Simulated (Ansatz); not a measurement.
Crystal: Bi.

```
Bi
1.0
     3.48860   -3.13258    0.00000
     3.48860    3.13258    0.00000
    -1.26023    0.00000    3.11355
Bi
2
Direct
  0.75306 0.75306 0.85738
  0.24694 0.24694 0.14262
```

This isn't the form of Bi at room conditions, which is rhombohedral.

| Quantity | Value |
| --- | --- |
| Program | Ansatz 0.2.0 |
| Task | single point |
| Functional | PBE |
| Potentials or basis | Ansatz PAW |
| Cutoff | 420 eV (not typed: the program's choice for these potentials) |
| k mesh | 6 × 6 × 9 |
| Occupations | fermi-dirac, width 0.05 eV |
| Spin | no spin polarisation |

On this cell: pressure 0.0 GPa; largest force 0.042 eV/Å; band gap on the k mesh none (metal or under the smearing width).

The same run follows on a disturbed copy (atoms moved at random, drawn with an rms of 0.05 Å):

```
CELL_PARAMETERS angstrom
3.48860 -3.13258 0.00000
3.48860 3.13258 0.00000
-1.26023 0.00000 3.11355
ATOMIC_POSITIONS crystal
Bi 0.75023 0.75159 0.84910
Bi 0.24710 0.25308 0.14475
```

Q: What changes?

A: The energy (extrapolated to zero smearing) moves by +1.3 meV/atom; pressure -0.1 GPa; largest force 0.095 eV/Å; band gap on the k mesh none (metal or under the smearing width).

Forces in eV/Å, atoms in the order of the input:
```
Bi   0.083  0.015  0.044
Bi  -0.083 -0.015 -0.044
```

Stress tensor (GPa, compression positive):
```
-0.06 -0.02 -0.32
-0.02 -0.81 -0.02
-0.32 -0.02  0.67
```

Caveats: spin-orbit coupling is left out, which moves the levels of the heavy elements.
